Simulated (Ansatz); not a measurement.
input.yaml

```yaml
crystal:
  lattice:
    - [0.0, 2.477903952, 2.477903952]
    - [2.477903952, 0.0, 2.477903952]
    - [2.477903952, 2.477903952, 0.0]
  atoms:
    - { symbol: Sr, position: [0.0, 0.0, 0.0] }
    - { symbol: O, position: [0.5, 0.5, 0.5] }
basis:
  ecutwfc: 420
kpoints:
  mp_grid: { grid: [8, 8, 8] }
hamiltonian:
  xc: pbe
scf:
  occupations: { method: gaussian, width: 0.02 }
output:
  forces: true
  stress: true
  eigenvalues: true
  populations: true
```

Launched with
```bash
ansatz run input.yaml --threads 1 --pin off --max-ram 1331MiB --backend cpu --events-out ev --progress --plain --runs-dir out
```

Computed with DFT PBE, scalar-relativistic, plane waves, PAW in Ansatz 0.2.0.

From the run's log, abridged:

```
Pseudopotentials: kind: paw
Pseudopotential: Sr, paw, valence charge 10, recommended cutoff 420 eV (normal)
Pseudopotential: O, paw, valence charge 6, recommended cutoff 420 eV (normal)
Functional definition: PBE
Crystal: 2 atoms, lattice volume = 30.429 Å³
Basis set: ecut = 420 eV, 609 PW (Γ), exchange–correlation on 48×48×48 points (8 copies of the dense FFT grid, shifted against one another)
Bands: 12, of which v1, the nominal top of the filled ones, is band 8 counted from 1 (7 counted from 0)
Symmetry: 48 space group operations
Space group: Fm-3m (ITA 225), of the structure as read, at distance tolerance 3.1e-5 Å
k-points: 29 of 512
Initial density: superposition of atomic densities (neutral atoms: chi_scale 0, normalization atom), corrected by the library's trained network
Initial wavefunctions: pseudopotential atomic-orbital guess
Functional: x = pbe(κ = 0.804, μ = 0.21951497), c = pbe(β = 0.06672455)
SCF iter   1: F=—  HF=-4114.420067 eV  |F-HF|=—  |Δ(HF+E_count)|=         —  Δρ=5.48e-4  dr2=5.27e-5  ethr=1.77e-3  ⟨swp⟩=9.0  Hψ=2815  notcnv=0
SCF iter   2: F=—  HF=-4114.420504 eV  |F-HF|=—  |Δ(HF+E_count)|=   4.37e-4  Δρ=3.88e-4  dr2=4.59e-5  ethr=3.29e-7  ⟨swp⟩=3.4  Hψ=1104  notcnv=0
SCF iter   3: F=—  HF=-4114.420545 eV  |F-HF|=—  |Δ(HF+E_count)|=   4.08e-5  Δρ=2.02e-4  dr2=7.81e-6  ethr=2.87e-7  ⟨swp⟩=2.7  Hψ=542  notcnv=0
SCF iter   4: F=—  HF=-4114.420546 eV  |F-HF|=—  |Δ(HF+E_count)|=   1.50e-6  Δρ=5.30e-5  dr2=6.53e-7  ethr=4.88e-8  ⟨swp⟩=2.0  Hψ=424  notcnv=0
SCF iter   5: F=-4114.420547 eV  HF=-4114.420547 eV  |F-HF|=1.66e-8  |Δ(HF+E_count)|=   4.09e-7  Δρ=1.11e-5  dr2=3.46e-8  ethr=4.08e-9  ⟨swp⟩=2.0  Hψ=439  notcnv=0
SCF iter   6: F=-4114.420547 eV  HF=-4114.420547 eV  |F-HF|=1.19e-8  |Δ(HF+E_count)|=   9.45e-9  Δρ=6.30e-6  dr2=1.36e-8  ethr=2.16e-10  ⟨swp⟩=3.0  Hψ=1349  notcnv=0
SCF 1 converged in 6 iterations: F = -4114.420547 eV  dr2 = 1.36e-8
SCF converged after 6 iterations
Free energy (F): -4114.420547 eV
Harris-Foulkes:  -4114.420547 eV  (|F-HF|=1.19e-8)
Internal energy: -4114.420547 eV  (E = F + TS)
E sigma→0 (E₀):  -4114.420547 eV
Fermi energy:    10.852353 eV
--- Per-component energies (eV) ---
  E_band       = -34.692701
  E_kinetic    = 427.927997
  E_local      = -811.516750  (includes V_loc(G=0)·N_el)
  E_nonlocal   = 250.816782
  E_hartree    = 217.800380
  E_xc         = -250.868071
  E_vxc        = -261.193965  (∫ρ·V_xc dr)
  E_paw        = -2852.719150  (= ΣΔE_a)
  E_vpaw       = -76.328278  (= ΣTr[D̂ρ^β])
  E_aug_tail   = 0.002462  (compensation charges beyond the density's cutoff)
  E_ewald      = -1095.864196
  E_smearing   =  0.000000  (= −TS)
--- Forces (eV/Å), atoms counted from 1 ---
  atom   1  Sr     0.00000000     0.00000000     0.00000000
  atom   2  O      0.00000000     0.00000000     0.00000000
--- Stress (GPa, compression-positive) ---
       16.425497       0.000000       0.000000
        0.000000      16.425497       0.000000
        0.000000       0.000000      16.425497
  P = ⅓ Tr σ = 16.4255 GPa (164.255 kbar)
--- Band table (eV; the first three rows and the last of 29) ---
  k-point 0: bands = ["-22.7176", "-5.9627", "-4.2115", "-4.2115", "-4.2115", "9.2268", "9.2268", "9.2268", "14.0931", "15.7259", "15.7259", "15.7259"]
  k-point 1: bands = ["-22.6855", "-6.3407", "-4.2268", "-4.2268", "-3.9086", "8.7545", "8.9920", "8.9920", "14.8267", "15.5588", "16.0675", "16.0675"]
  k-point 2: bands = ["-22.6066", "-7.0028", "-4.2632", "-4.2632", "-3.4290", "7.8618", "8.4891", "8.4891", "15.5497", "16.4312", "17.0038", "17.0038"]
  k-point 28: bands = ["-22.4248", "-6.7399", "-5.1678", "-5.1678", "-3.6402", "7.9527", "8.9605", "8.9605", "15.5740", "15.5740", "18.7680", "21.3308"]
--- Löwdin populations: 2 sites ---
  site symbol q [e]
     0     Sr      8.3331
     1      O      7.3596
  spilling = 0.019205 (of n_electrons = 16.000000)
```

The run converged.